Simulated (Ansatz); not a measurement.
**KF: relaxed-ion elastic tensor**

Computed with DFT PBE, scalar-relativistic, plane waves, PAW (Ansatz 0.2.0). Plane waves to 420 eV; Γ-centred k mesh 6×6×8; fixed occupations. No spin polarisation.

Relaxed structure:
```
CELL_PARAMETERS angstrom
3.69264 0.00000 0.00000
-1.84632 3.19792 0.00000
0.00000 0.00000 3.36190
ATOMIC_POSITIONS crystal
K 0.00000 0.00000 0.50000
F 0.66667 0.33333 0.00000
```

It was reached by relaxing an invented guess, and it needn't be the stable form of this composition.

Question: Give the relaxed-ion elastic constants (GPa, Voigt order xx yy zz yz xz xy, on the Cartesian axes of the cell above).

Answer:
```
46.4 21.6 10.2  0.0  0.0  0.0
21.6 46.4 10.2  0.0  0.0  0.0
10.1 10.1 78.5  0.0  0.0  0.0
 0.0  0.0  0.0  9.0  0.0  0.0
 0.0  0.0  0.0  0.0  9.0  0.0
 0.0  0.0  0.0  0.0  0.0 12.4
```

Question: Is the crystal stable against homogeneous strain?

Answer: Yes: the least eigenvalue of the tensor is 9.0 GPa.

Question: And the moduli of a polycrystal (Hill averages)?

Answer: B = 28 GPa, G = 13 GPa, E = 35 GPa, ν = 0.30.
